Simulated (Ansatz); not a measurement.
# SnSe: generalised stacking fault

Computed with DFT PBE+D3(BJ), scalar-relativistic, plane waves, PAW (Ansatz 0.2.0). The runs took a 420 eV cutoff, a Γ-centred 8×8×3 mesh and Gaussian smearing (0.05 eV). No spin polarisation. Energies are free energies at this smearing, counted from the undisturbed cell; pressure is positive in compression.

Reference structure (relaxed at this level):

```xyz
8
Lattice="0.0000 -4.1672 0.0000 0.0000 0.0000 -4.3884 11.4836 0.0000 0.0000" Properties=species:S:1:pos:R:3 pbc="T T T"
Sn    7.0929   -3.1254   -3.9669
Sn    4.3907   -1.0418   -0.4215
Sn   10.1325   -1.0418   -1.7727
Sn    1.3511   -3.1254   -2.6157
Se    4.0996   -3.1254   -2.2952
Se    7.3840   -1.0418   -2.0932
Se    1.6422   -1.0418   -0.1010
Se    9.8414   -3.1254   -4.2874
```

The cut lies on the cell's a–b face, a (1 0 0) plane (indices in the standard cell, whose axes needn't be the Cartesian ones shown) of area 18.29 Å², between layers 2.70 Å apart. Vector c is tilted by f times 1·a + 0·b (length 4.167 Å) with the atoms' Cartesian places fixed: one unrelaxed fault a cell.

| f | γ (mJ/m²) | shear traction, the slope of γ along the slip (GPa) | gap on the mesh (eV) |
| --- | --- | --- | --- |
| 0.0000 | 0 | 0.0 | 0.57 |
| 0.1000 | 33 | 1.7 | 0.61 |
| 0.2000 | 145 | 3.7 | 0.54 |
| 0.3000 | 334 | 5.1 | 0.37 |
| 0.4000 | ? | ? | 0.21 |
| 0.5000 | 631 | 0.0 | 0.04 |

By symmetry 0.6000 repeats 0.4000, 0.8000 repeats 0.2000, 0.7000 repeats 0.3000, 0.9000 repeats 0.1000 in energy, with the opposite slope along the path.

(1) Give the withheld values.

Results:

(1) γ (mJ/m²) at f = 0.4000: 536; shear traction, the slope of γ along the slip (GPa) at f = 0.4000: 4.1.

Cost: 6 runs of about 14 core-minutes in all, on Intel Xeon Processor @ 2.50GHz (Skylake/Cascade Lake) (shared hosts).